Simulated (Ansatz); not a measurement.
The system is La.

```
La
1.0
     3.75000    0.00000    0.00000
    -1.87500    3.24760    0.00000
     0.00000    0.00000    6.07000
La
2
Direct
  0.66667 0.33333 0.75000
  0.33333 0.66667 0.25000
```

This isn't the form of La at room conditions, which is double hcp.

```yaml
Program: Ansatz 0.2.0
Task: relaxation of cell and atoms
Functional: PBEsol
Dispersion: D3(BJ)-ATM
Potentials_or_basis: Ansatz PAW
Cutoff: "420 eV (not typed: the program's choice for these potentials)"
k_mesh: 8 × 8 × 5
Occupations: fermi-dirac, width 0.05 eV
Spin: no spin polarisation
```

At the start: volume 36.96 Å³/atom.

**Question.** Where does the relaxation end?

**Answer.** It ends after 6 steps and the volume is 31.28 Å³/atom (-15.4 %); space group P6_3/mmc (No. 194, to 0.05 Å).

Step by step:
```csv
step,energy change (eV),largest force (eV/Å),volume (Å³)
1,0.0000,0.0000,73.92
2,-0.1076,0.0000,67.27
3,-0.1330,0.0000,62.34
4,-0.1339,0.0000,62.56
5,-0.1340,0.0000,62.57
6,-0.1337,0.0000,62.57
```

Final structure:
```yaml
crystal:
  lattice:
    - [3.52655, 0.00000, 0.00000]
    - [-1.76328, 3.05408, 0.00000]
    - [0.00000, 0.00000, 5.80907]
  atoms:
    - { symbol: La, position: [0.66667, 0.33333, 0.75000] }
    - { symbol: La, position: [0.33333, 0.66667, 0.25000] }
```

Caveat: the volume moved by over 15 % at a fixed basis, so the end points are rough; the plane-wave basis is chosen anew once the cell has moved, so the energies of steps on either side of that aren't comparable; pairwise dispersion overbinds metals, which lowers pressure and volume; the PAW data sets come from PBE, with cores solved anew for the run's functional, which leaves a small shift of forces and pressure.
